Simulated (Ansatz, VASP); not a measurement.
# SiC63 (Si_C) in two plane-wave programs, part 2 of 2

Wanted: the spread between two codes on one cell, functional and k mesh. The cell is taken from a series of runs on this material, whose earlier steps may have relaxed, scaled, displaced or heated it; both programs get it as it stands.

VASP 6.6.1 and Ansatz 0.2.0.

So far. Step 2 (VASP: single point, r2SCAN): The run ends at a pressure of 14.37 GPa, with forces up to 0.083 eV/Å.

## (3) Ansatz: single point, r2SCAN

Level of this step: Ansatz beside VASP: Kohn-Sham DFT, plane waves, r2SCAN (Ansatz).

Ansatz runs on its default PAW (the set named soft_2) files.

The same cell, functional, mesh and smearing now go to Ansatz.

File input.yaml:

```yaml
crystal:
  lattice:
    - [7.1205178, 0.0, 0.0]
    - [0.0, 7.1205178, 0.0]
    - [0.0, 0.0, 7.1205178]
  atoms:
    - { symbol: C_a, position: [0.00064443508, 0.0003360724, -0.00038822869] }
    - { symbol: C, position: [0.00113585038, 0.25007641386, 0.24934912424] }
    - { symbol: C, position: [0.25038233565, 0.00082587238, 0.24935089959] }
    - { symbol: C, position: [0.25038472251, 0.25007392759, 0.00010153289] }
    - { symbol: C, position: [0.12580953708, 0.12550205081, 0.12477766062] }
    - { symbol: C, position: [0.12493875696, 0.37538145565, 0.37465498203] }
    - { symbol: C, position: [0.3756894265, 0.12462816953, 0.3746557279] }
    - { symbol: C, position: [0.37569188505, 0.37537927226, 0.1239036377] }
    - { symbol: C, position: [0.00064484829, 0.0003323289, 0.49961319536] }
    - { symbol: C, position: [0.00015513693, 0.25007585489, 0.74987214943] }
    - { symbol: C, position: [0.2503849481, -0.00015715929, 0.74986878513] }
    - { symbol: C, position: [0.24655833978, 0.24624463304, 0.50149845092] }
    - { symbol: C, position: [0.12335411363, 0.12304013809, 0.62414266832] }
    - { symbol: C, position: [0.12335333423, 0.37580359173, 0.87690455756] }
    - { symbol: C, position: [0.37611342479, 0.12304064856, 0.87690400123] }
    - { symbol: C_c, position: [0.36130172315, 0.36099056735, 0.63894800443] }
    - { symbol: C, position: [0.00064551984, 0.50033221577, -0.00038728387] }
    - { symbol: C, position: [0.00015526585, 0.75059658459, 0.24935244264] }
    - { symbol: C, position: [0.24656013645, 0.50222277487, 0.24552465432] }
    - { symbol: C, position: [0.25038416934, 0.75059405722, -0.0008816676] }
    - { symbol: C, position: [0.12335226565, 0.6248659316, 0.12232079739] }
    - { symbol: C, position: [0.12335386324, 0.87762824349, 0.37507985495] }
    - { symbol: C, position: [0.36130917993, 0.63966718353, 0.36026795358] }
    - { symbol: C, position: [0.37611141557, 0.87762659959, 0.12231664741] }
    - { symbol: C_f, position: [0.00064541532, 0.50033683416, 0.49961152015] }
    - { symbol: C, position: [0.00113354832, 0.75059696216, 0.74987135819] }
    - { symbol: C_d, position: [0.24655862287, 0.49844622216, 0.75369698836] }
    - { symbol: C, position: [0.246561924, 0.75441843492, 0.49771969694] }
    - { symbol: C_e, position: [0.12494026579, 0.62528999822, 0.62456617896] }
    - { symbol: C, position: [0.12580989004, 0.87517053064, 0.87444565125] }
    - { symbol: C, position: [0.3756913054, 0.62529101046, 0.875318661] }
    - { symbol: C, position: [0.37569263815, 0.87603994365, 0.62456324216] }
    - { symbol: C, position: [0.50064799404, 0.00033471763, -0.00038535827] }
    - { symbol: C, position: [0.50253249439, 0.24624950303, 0.24552327687] }
    - { symbol: C, position: [0.75090524761, -0.00015787698, 0.24935083372] }
    - { symbol: C, position: [0.75090497129, 0.25007408122, -0.00088130377] }
    - { symbol: C, position: [0.62517643956, 0.12304311692, 0.1223197103] }
    - { symbol: C, position: [0.6399890052, 0.36100243132, 0.3602772163] }
    - { symbol: C, position: [0.87793988337, 0.12303916396, 0.37507676999] }
    - { symbol: C, position: [0.87793674803, 0.37580157445, 0.12231697287] }
    - { symbol: C, position: [0.50064351462, 0.00033398876, 0.49960977734] }
    - { symbol: C, position: [0.49875634753, 0.24624712369, 0.75369759219] }
    - { symbol: C, position: [0.75090168684, 0.00082509496, 0.74987156022] }
    - { symbol: C, position: [0.75473691572, 0.2462467611, 0.49772371952] }
    - { symbol: C, position: [0.62560154344, 0.12462880762, 0.62456562183] }
    - { symbol: C, position: [0.62560126049, 0.37538276074, 0.87531336344] }
    - { symbol: C, position: [0.87547771311, 0.12550192326, 0.8744450924] }
    - { symbol: C, position: [0.87635295498, 0.37537905465, 0.62456642013] }
    - { symbol: C, position: [0.50064646194, 0.50033503533, -0.00039097725] }
    - { symbol: C, position: [0.49875277734, 0.75442148228, 0.24551896928] }
    - { symbol: C, position: [0.75473198945, 0.49844952521, 0.24552387223] }
    - { symbol: C, position: [0.75090389084, 0.75059501545, 0.00010089555] }
    - { symbol: C, position: [0.62560101034, 0.62528977197, 0.12390217068] }
    - { symbol: C, position: [0.62559921991, 0.87603902467, 0.37465405823] }
    - { symbol: C, position: [0.87635282362, 0.62529223273, 0.37465569962] }
    - { symbol: C, position: [0.87547850425, 0.87516969466, 0.1247764424] }
    - { symbol: Si_b, position: [0.5006464059, 0.50033270455, 0.4996177267] }
    - { symbol: C, position: [0.502534144, 0.75442401875, 0.75369875547] }
    - { symbol: C, position: [0.75473492157, 0.50222613683, 0.7536988183] }
    - { symbol: C, position: [0.75473068857, 0.75441776665, 0.50149612548] }
    - { symbol: C, position: [0.63998391684, 0.63967523284, 0.63895329735] }
    - { symbol: C, position: [0.62517549598, 0.87762899744, 0.87690487497] }
    - { symbol: C, position: [0.87793928738, 0.62486868797, 0.87690286734] }
    - { symbol: C, position: [0.87793460582, 0.87762637344, 0.62414346189] }
basis:
  ecutwfc: 500
  xc_grid: 2
hamiltonian:
  xc: r2scan
kpoints:
  mp_grid: { grid: [1, 1, 1] }
scf:
  occupations: { method: fermi_dirac, width: 0.01 }
  max_iter: 100
output:
  forces: true
  eigenvalues: true
  core_levels:
    shells: { C_a: "1s", Si_b: "2p", C_c: "1s", C_d: "1s", C_e: "1s", C_f: "1s" }
    eps_inf: 5.87
```

On the command line:

```sh
$ ansatz run input.yaml --threads 4 --pin off --max-ram 8478MiB --backend cpu --events-out ev --progress --plain --runs-dir out
```

Numbers of over 12 decimals in the logs are rounded to 6 here.

Log:

```text
Engine: ansatz 0.2.0, aarch64-unknown-linux-gnu
Pseudopotentials: kind: paw
Pseudopotential: C, paw, valence charge 4, recommended cutoff 500 eV (meta_gga), C.paw.azcp
Pseudopotential: Si, paw, valence charge 4, recommended cutoff 500 eV (meta_gga), Si.paw.azcp
Functional definition: r2SCAN
  parameter k0 = 0.174
  parameter k1 = 0.065
  parameter a1 = 4.9479
  exchange = r2scan_x(k0 = k0, k1 = k1, a1 = a1)
  correlation = r2scan_c
Crystal: 64 atoms, lattice volume = 361.023 Å³
Basis set: ecut = 500 eV, 9093 PW (Γ), exchange–correlation on 108×108×108 points (8 copies of the dense FFT grid, shifted against one another)
Bands: 192, of which v1, the nominal top of the filled ones, is band 128 counted from 1 (127 counted from 0)
Symmetry: 1 space group operations
Space group: P1 (ITA 1), of the structure as read, at distance tolerance 7.1e-5 Å
k-points: 1
Non-local potential: C, projectors of the file, l = 0: 2, l = 1: 2, l = 2: 1
Non-local potential: Si, projectors of the file, l = 0: 2, l = 1: 2, l = 2: 2
PAW form: soft (Blöchl's): semilocal exchange-correlation on the pseudo side does not see the compensation charge
PAW frozen core: C, regenerated for the run's functional (the file was generated under x = pbe(κ = 0.804, μ = 0.219515), c = pbe(β = 0.066725))
PAW frozen core: Si, regenerated for the run's functional (the file was generated under x = pbe(κ = 0.804, μ = 0.219515), c = pbe(β = 0.066725))
PAW one-centre angular grid: C, 302 points (default); XC on 239 of its mesh's 2573 points in the sphere
PAW one-centre angular grid: Si, 302 points (default); XC on 160 Gauss nodes
Initial density: superposition of atomic densities (neutral atoms: chi_scale 0, normalization atom), corrected by the library's trained network
Initial wavefunctions: pseudopotential atomic-orbital guess
Functional: x = r2scan, c = r2scan; τ floored in thin density (d = 2e-4 eV/Å³)
SCF iter   1: F=—  HF=-16474.451997 eV  |F-HF|=—  |Δ(HF+E_count)|=         —  Δρ=1.04e-2  dr2=3.17e-1  dr2_τ=1.36e1  ethr=1.77e-3  ⟨swp⟩=6.0  Hψ=860  notcnv=0  defer=27
preconditioner: auto → Resta (q_TF=auto, 2.576 Å⁻¹)  ε∞=3.9  [insulator: Δε(μ)=4.347 eV  Ē_g=18.229 eV  σ=0.010 eV  W_gap=1.00  n_scr=92 (ndim 8)  ℏωp=31.3 eV  f_vac=0.000  D(μ)=0.00/eV (n_scr^D=0)  ε∞_Penn≈3.9]
SCF iter   2: F=—  HF=-16476.393864 eV  |F-HF|=—  |Δ(HF+E_count)|=    1.94e0  Δρ=6.83e-3  dr2=9.38e-2  dr2_τ=3.37e-3  ethr=1.24e-4  ⟨swp⟩=2.0  Hψ=354  notcnv=0  defer=59
SCF iter   3: F=—  HF=-16476.390040 eV  |F-HF|=—  |Δ(HF+E_count)|=   3.82e-3  Δρ=7.08e-4  dr2=1.30e-3  dr2_τ=7.38e-4  ethr=3.67e-5  ⟨swp⟩=2.0  Hψ=222  notcnv=0  defer=59
SCF iter   4: F=—  HF=-16476.390125 eV  |F-HF|=—  |Δ(HF+E_count)|=   8.47e-5  Δρ=2.33e-4  dr2=1.27e-4  dr2_τ=1.14e-5  ethr=5.08e-7  ⟨swp⟩=2.0  Hψ=261  notcnv=0  defer=59
SCF iter   5: F=—  HF=-16476.390143 eV  |F-HF|=—  |Δ(HF+E_count)|=   1.87e-5  Δρ=4.88e-5  dr2=7.91e-6  dr2_τ=2.00e-6  ethr=4.97e-8  ⟨swp⟩=2.0  Hψ=251  notcnv=0  defer=59
SCF iter   6: F=—  HF=-16476.390111 eV  |F-HF|=—  |Δ(HF+E_count)|=   3.18e-5  Δρ=1.03e-5  dr2=2.44e-7  dr2_τ=3.58e-8  ethr=3.09e-9  ⟨swp⟩=2.0  Hψ=260  notcnv=0  defer=59
SCF iter   7: F=-16476.390112 eV  HF=-16476.390112 eV  |F-HF|=9.75e-10  |Δ(HF+E_count)|=   9.48e-8  Δρ=1.95e-6  dr2=9.11e-9  dr2_τ=1.57e-9  ethr=3.91e-11  ⟨swp⟩=31.0  Hψ=1567  notcnv=0
SCF 1 converged in 7 iterations: F = -16476.390112 eV  dr2 = 9.11e-9
  greatest PAW one-centre occupation: 0.728 electrons in one spin orbital (limit 2), on the Si atom at site 56 (counted from 0), in its partial waves of l = 0
── core hole 1/6: 1s of C_a 0 ──
── 1s of C_a 0: 270.441 eV over the cell without the hole, in 16 iterations ──
── core hole 2/6: 1s of C_c 15 ──
── 1s of C_c 15: 269.165 eV over the cell without the hole, in 16 iterations ──
── core hole 3/6: 1s of C_f 24 ──
── 1s of C_f 24: 270.471 eV over the cell without the hole, in 16 iterations ──
── core hole 4/6: 1s of C_d 26 ──
── 1s of C_d 26: 270.473 eV over the cell without the hole, in 16 iterations ──
── core hole 5/6: 1s of C_e 28 ──
── 1s of C_e 28: 270.463 eV over the cell without the hole, in 17 iterations ──
── core hole 6/6: 2p of Si_b 56 ──
── 2p of Si_b 56: 86.298 eV over the cell without the hole, in 14 iterations ──
SCF converged after 7 iterations
Free energy (F): -16476.390112 eV
Harris-Foulkes:  -16476.390112 eV  (|F-HF|=9.75e-10)
Internal energy: -16476.390112 eV  (E = F + TS)
E sigma→0 (E₀):  -16476.390112 eV
Fermi energy:    15.968030 eV
--- Per-component energies (eV) ---
  E_band       = 1063.301276
  E_kinetic    = 5926.558178
  E_local      = -3890.138979  (includes V_loc(G=0)·N_el)
  E_nonlocal   = 1690.219648
  E_hartree    = 893.016925
  E_xc         = -3088.050904
  E_vxc        = -4246.057653  (∫ρ·V_xc dr)
  E_paw        = -6872.973023  (= ΣΔE_a)
  E_vpaw       = -426.600376  (= ΣTr[D̂ρ^β])
  E_aug_tail   = 0.000276  (compensation charges beyond the density's cutoff)
  E_vtau       = 223.283812  (kinetic-family band-sum trace: ∫τ·v_τ [+ j·A + Jᵃ·Aᵃ] dr)
  E_ewald      = -11133.385054
  E_core_change = -1.637178  (= ΣΔE_core)
  E_smearing   = -0.000000  (= −TS)
  E_closure    = -0.000000  (closes the sum)
  Σ components = -16476.390112   (vs F -16476.390112, Δ=0.00e0)
--- Forces (eV/Å), atoms counted from 1 ---
  atom   1  C_a     -0.00013177     0.00003078    -0.00018213
  atom   2  C        0.00147866    -0.00127165    -0.00036218
  atom   3  C       -0.00021835     0.00168312    -0.00091752
  atom   4  C       -0.00049070    -0.00074828     0.00163566
  atom   5  C        0.00011194    -0.00035101    -0.00078215
  atom   6  C        0.00022774    -0.00073230    -0.00013084
  atom   7  C       -0.00002017     0.00007927    -0.00074421
  atom   8  C       -0.00052839    -0.00011701    -0.00017795
  atom   9  C        0.00014107     0.00028718    -0.00047011
  atom  10  C       -0.00151916    -0.00118172     0.00060121
  atom  11  C       -0.00047971    -0.00171819     0.00137946
  atom  12  C       -0.00067461     0.00038363    -0.00112266
  atom  13  C       -0.00129927    -0.00029984     0.00285065
  atom  14  C       -0.00055482    -0.00294471     0.00044895
  atom  15  C       -0.00236794    -0.00040434     0.00057762
  atom  16  C_c      0.00086208     0.00081969     0.00064890
  atom  17  C       -0.00010780     0.00104925    -0.00035772
  atom  18  C       -0.00173891     0.00069111    -0.00118540
  atom  19  C       -0.00030149    -0.00140403    -0.00075792
  atom  20  C       -0.00101772     0.00105484    -0.00114053
  atom  21  C       -0.00034927     0.00294187    -0.00107044
  atom  22  C       -0.00058191    -0.00015906    -0.00282817
  atom  23  C        0.00000321     0.00110399     0.00111271
  atom  24  C       -0.00285781     0.00083592    -0.00020160
  atom  25  C_f      0.00023082    -0.00049229    -0.00019882
  atom  26  C        0.00241794     0.00046156     0.00072226
  atom  27  C_d     -0.00016172     0.00080419     0.00037394
  atom  28  C       -0.00033721     0.00047532     0.00123159
  atom  29  C_e     -0.00012833     0.00066052     0.00007926
[...]
atom  56  C        0.00067508     0.00012379    -0.00041362
  atom  57  Si_b    -0.00065112     0.00036361    -0.00071222
  atom  58  C       -0.00108819     0.00000607     0.00008478
  atom  59  C       -0.00026017    -0.00158928    -0.00048086
  atom  60  C        0.00007497     0.00121512    -0.00003205
  atom  61  C        0.00010267    -0.00029306    -0.00037633
  atom  62  C        0.00328086     0.00037348     0.00052784
  atom  63  C        0.00045671     0.00232622     0.00113628
  atom  64  C        0.00063389     0.00048275     0.00240917
  max |Σ_I F_I| component: 3.01e-3 eV/Å
--- Band table (eV) ---
  k-point 0: bands = [... 124 lower, 11.6853, 13.7672, 13.7673, 13.7673, 18.1647, 18.1648, 18.3557, 18.3558, ... 60 higher]
--- Core levels from the valence top (the input states a gap; a hole's nearest image at 7.1 Å) ---
  the holes have spin, beside a run without
  atom         alike  shell      binding/eV   shift/eV difference/eV images/eV   SCF
  C_a 0            1     1s         284.660     +0.000       270.441    +0.489    16
  C_c 15           1     1s         283.382     -1.279       269.165    +0.489    16
  C_f 24           1     1s         284.689     +0.029       270.471    +0.489    16
  C_d 26           1     1s         284.682     +0.021       270.473    +0.489    16
  C_e 28           1     1s         284.673     +0.013       270.463    +0.489    17
  Si_b 56          1     2p         100.577     +0.000        86.298    +0.489    14
  the dataset of C_a with a 1s hole: scattering error 0.003 eV (0.001 eV in the local channel); free atom: scalar-relativistic, large and small components
  the dataset of C_c with a 1s hole: scattering error 0.003 eV (0.001 eV in the local channel); free atom: scalar-relativistic, large and small components
  the dataset of C_f with a 1s hole: scattering error 0.003 eV (0.001 eV in the local channel); free atom: scalar-relativistic, large and small components
  the dataset of C_d with a 1s hole: scattering error 0.003 eV (0.001 eV in the local channel); free atom: scalar-relativistic, large and small components
  the dataset of C_e with a 1s hole: scattering error 0.003 eV (0.001 eV in the local channel); free atom: scalar-relativistic, large and small components
  the dataset of Si_b with a 2p hole: scattering error 0.000 eV (0.000 eV in the local channel); free atom: scalar-relativistic, large and small components
  the two lines of Si_b's 2p: 2p1/2 +0.408 eV and 2p3/2 -0.204 eV off its levels, 1 : 2 in strength
  C_a 0 1s: stability_check_not_made
  C_c 15 1s: stability_check_not_made
  C_f 24 1s: stability_check_not_made
  C_d 26 1s: stability_check_not_made
  C_e 28 1s: stability_check_not_made
  Si_b 56 2p: stability_check_not_made
  the highest filled level without a hole stands at 13.7673 eV, at the point (0.0000, 0.0000, 0.0000)
  C_a 0 1s: the alignment adds -0.0369 eV (standard deviation 0.0606 over 35 far atoms)
  C_c 15 1s: the alignment adds -0.0392 eV (standard deviation 0.0416 over 32 far atoms)
  C_f 24 1s: the alignment adds -0.0383 eV (standard deviation 0.0609 over 35 far atoms)
  C_d 26 1s: the alignment adds -0.0473 eV (standard deviation 0.0486 over 33 far atoms)
  C_e 28 1s: the alignment adds -0.0461 eV (standard deviation 0.0538 over 34 far atoms)
  Si_b 56 2p: the alignment adds +0.0237 eV (standard deviation 0.0504 over 35 far atoms)
  a level is its difference with the images' term at an eps_inf of 5.87, the alignment and the highest filled level
```

Reading the cycles: dr2 is the Hartree energy of the density residual (eV), the measure of convergence; HF is the Harris–Foulkes estimate of the energy, which meets the free energy F at convergence.

## (4) Side by side

Known differences besides the potentials themselves: VASP keeps PBE cores, Ansatz makes them for the functional; the cutoff is 500 eV in Ansatz and 580 eV in VASP (PREC = Accurate, projectors in real space). Total energies have different zeros and are not compared.

The two programs side by side:

```
              quantity  Ansatz   VASP  difference
gap on the k mesh (eV)   4.397  4.365      +0.032
```

At this near-relaxed geometry the largest component of a force difference is 49 meV/Å. A gap on the mesh is an upper bound, since the band edges may lie between its points.

## (5) Outcome

| Property | Result |
| --- | --- |
| r.m.s. force difference (single point, r2SCAN) | 13 meV/Å |

What this shows: The r.m.s. force difference is 13 meV/Å (single point, r2SCAN), beyond the 12 meV/Å picked in this series as the mark of a large difference. What causes the difference of the single point, r2SCAN pair stays open here. Such differences can come from data sets, numerical settings and the points named under the comparisons, not from the functional's error against experiment.

[Lines on the potential files, build, host, timing and source positions are cut from VASP's logs without a mark.]

[Logs are printed without paths, hosts, clocks, repeated set-up lines and the standing remarks that a program may print on its own settings, such as how far it seeks lower states.]

[Hosts, paths, dates, database ids (printed as entryN), source tags and the programs' standing remarks are cut or masked in the printed files.]
